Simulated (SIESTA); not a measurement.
Crystal: TiSi2.

```
Ti Si
1.0
     0.00000    4.11752    4.26290
     2.38951    0.00000    4.26290
     2.38951    4.11752    0.00000
Ti Si
2 4
Direct
  0.75000 0.75000 0.75000
  0.50000 0.50000 0.50000
  0.41257 0.08743 0.41257
  0.08743 0.41257 0.08743
  0.16257 0.83743 0.16257
  0.83743 0.16257 0.83743
```

The cell is a database's computed one.

* Program: SIESTA 5.4.2
* Task: single point
* Functional: PBE
* Potentials or basis: PseudoDojo 0.4 standard (PBE files)
* Basis: DZP (energy shift 0.003 Ry; two zetas on semicore shells)
* Grid cutoff: 800 Ry
* Energy shift: 0.003 Ry
* k mesh: 7 × 7 × 7
* Occupations: fermi-dirac, width 0.05 eV
* Spin: no spin polarisation

On this cell: pressure 2.7 GPa; largest force 0.027 eV/Å; band gap on the k mesh none (metal or under the smearing width).

The same run follows on a disturbed copy (atoms moved at random, drawn with an rms of 0.05 Å):

```
CELL_PARAMETERS angstrom
0.00000 4.11752 4.26290
2.38951 0.00000 4.26290
2.38951 4.11752 0.00000
ATOMIC_POSITIONS crystal
Ti 0.72981 0.76601 0.75452
Ti 0.50981 0.49380 0.48812
Si 0.41190 0.08863 0.40122
Si 0.08792 0.41584 0.08906
Si 0.15524 0.85385 0.16462
Si 0.85264 0.14947 0.82758
```

What does the disturbed cell give?

The energy (extrapolated to zero smearing) moves by +15.7 meV/atom; pressure 3.3 GPa; largest force 1.143 eV/Å; band gap on the k mesh none (metal or under the smearing width).

Forces on the atoms (eV/Å):
```
Ti  -0.987  0.481  0.318
Ti   0.629 -0.107 -0.226
Si   0.206  0.155  0.123
Si   0.058 -0.321  0.320
Si  -0.280  0.046 -0.594
Si   0.373 -0.255  0.060
```

Stress tensor (GPa, compression positive):
```
 3.54 -0.61 -1.22
-0.61  1.44  1.37
-1.22  1.37  4.95
```

Caveats: the basis of atomic orbitals isn't converged, which shifts pressures, moduli and gaps.
